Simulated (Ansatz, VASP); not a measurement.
# BN in VASP and in Ansatz

```
B N
1.0
     2.62919    0.00000    0.00000
    -1.31460    2.27695    0.00000
     0.00000    0.00000    6.82773
B N
2 2
Direct
  0.33333 0.66667 0.25000
  0.66667 0.33333 0.75000
  0.33333 0.66667 0.75000
  0.66667 0.33333 0.25000
```

Change from the starting cell: strain +0.050 along x and y, +0.025 along z, atoms carried along.

Alike in both runs: task single point; functional PBEsol; k mesh 12 × 12 × 4; occupations gaussian, width 0.05 eV; no spin polarisation.

|  | VASP | Ansatz |
| --- | --- | --- |
| version | VASP 6.6.1 | Ansatz 0.2.0 |
| potentials or method | VASP PAW PBE potentials, release 64 (B, N) | scalar-relativistic, plane waves, PAW |
| plane-wave cutoff (eV) | 520 | 420 |
| valence electrons in the cell | 16 | 16 |

VASP gave:

- gap on the k mesh at the Fermi level (eV): 3.96
- least direct gap on the mesh (eV): 4.22
- pressure (GPa): -27.3
- largest component of the traceless stress (GPa): 27.29

Task: Estimate Ansatz's values.

Result: gap on the k mesh at the Fermi level (eV): 3.97; least direct gap on the mesh (eV): 4.23; pressure (GPa): -27.5; largest component of the traceless stress (GPa): 27.61.

Caveats: so large a pressure means that the cell lies far from this level's equilibrium, or that cutoff or potentials fall short (VASP); the potentials were made for another functional, which shifts forces and pressure (VASP); this functional lacks dispersion, which binds the layers, so the pressure and a relaxed spacing across them are unreliable. A k mesh can miss the band edges.
